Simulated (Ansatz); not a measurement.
MgO built on the rocksalt prototype, relaxed with r2SCAN in the PAW code Ansatz. It is cubic, Fm-3m (No. 225); a = 4.204 Å in the conventional setting, 9.29 Å³ an atom. Mg has 6 O at 2.10 Å; O has 6 Mg at 2.10 Å.

The axes x, y and z are those of this cell:
```
CELL_PARAMETERS angstrom
0.00000 2.10217 2.10217
2.10217 0.00000 2.10217
2.10217 2.10217 0.00000
ATOMIC_POSITIONS crystal
Mg 0.00000 0.00000 0.00000
O 0.50000 0.50000 0.50000
```

Unstrained: PBE gives a direct gap of 4.797 eV at Γ. r2SCAN gives a direct gap of 5.685 eV at Γ. HSE06 gives a direct gap of 6.541 eV at Γ. Meshes: PBE 10×10×10, r2SCAN 10×10×10, HSE06 8×8×8. Strains are changes of length per length. After each strain the atoms were relaxed again with r2SCAN within the symmetry that the strain leaves, so tilts or polar shifts that break it weren't tested; points keep the names that they have in the unstrained zone. Spin-unpolarised throughout; all numbers are computed.

(1) Estimate what uniaxial +2.66 % along x, other directions held does to the gap.

(2) One strain changed the r2SCAN stress by xx -5.50, yy -5.50, zz -5.50, xy -3.75, xz -3.75, yz -3.75 GPa (compression positive) and the gap by -0.454 eV (PBE), -0.471 eV (r2SCAN), -0.487 eV (HSE06). Which kind of strain was it, and roughly how large?

(3) Estimate what uniaxial +0.86 % along z, other directions held does to the gap.

## Answers

(1) PBE: the gap goes from 4.797 to 4.505 eV (-0.292 eV); with r2SCAN the top three valence levels at Γ, degenerate before, become 1+2 from the top over 55 meV. r2SCAN: the gap goes from 5.685 to 5.381 eV (-0.304 eV). HSE06: the gap goes from 6.541 to 6.211 eV (-0.330 eV). The r2SCAN energy rises by 5.7 meV an atom.

(2) Uniaxial +3.62 % along [111], other directions held. The pattern of the stress gives the kind; the size needs the stiffness, so it is an estimate.

(3) PBE: the gap goes from 4.797 to 4.701 eV (-0.096 eV); with r2SCAN the top three valence levels at Γ, degenerate before, become 1+2 from the top over 18 meV. r2SCAN: the gap goes from 5.685 to 5.585 eV (-0.100 eV). HSE06: the gap goes from 6.541 to 6.433 eV (-0.108 eV). The r2SCAN energy rises by 0.6 meV an atom.

The meshes of the hybrids are coarse, so their gaps aren't converged to the digits shown.

The splittings at Γ are without spin-orbit coupling, which regroups them where it is of like size or larger.
